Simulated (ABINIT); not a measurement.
The system is InP.

```
In P
1.0
     0.00000    2.93050    2.93050
     2.93050    0.00000    2.93050
     2.93050    2.93050    0.00000
In P
1 1
Cartesian
  0.0000 0.0000 0.0000
  4.3957 4.3957 4.3957
```

| Item | Value |
| --- | --- |
| Program | ABINIT 10.8.3 (patched build) |
| Task | relaxation of cell and atoms |
| Functional | PBE |
| Potentials or basis | PseudoDojo NC SR PBE v0.4.1 standard |
| Cutoff | 952 eV |
| k mesh | 6 × 6 × 6 |
| Occupations | fermi-dirac, width 0.05 eV |
| Spin | no spin polarisation |

At the start: pressure 3.4 GPa; volume 25.17 Å³/atom.

Where does the relaxation end?

Over 5 steps the energy falls by 13.3 meV/atom and the volume is 26.48 Å³/atom (+5.2 %); space group F-43m (No. 216, to 0.05 Å).

The path:
```
step  energy change (eV)  largest force (eV/Å)  pressure (GPa)  volume (Å³)
   1              0.0000                0.0000            3.42        50.33
   2             -0.0100                0.0000            2.65        50.86
   3             -0.0266                0.0000            0.17        52.81
   4             -0.0267                0.0000            0.01        52.95
   5             -0.0267                0.0000            0.00        52.96
```

Final structure:
```
CELL_PARAMETERS angstrom
0.00000 2.98062 2.98062
2.98062 0.00000 2.98062
2.98062 2.98062 0.00000
ATOMIC_POSITIONS crystal
In 0.00000 0.00000 0.00000
P 0.75000 0.75000 0.75000
```
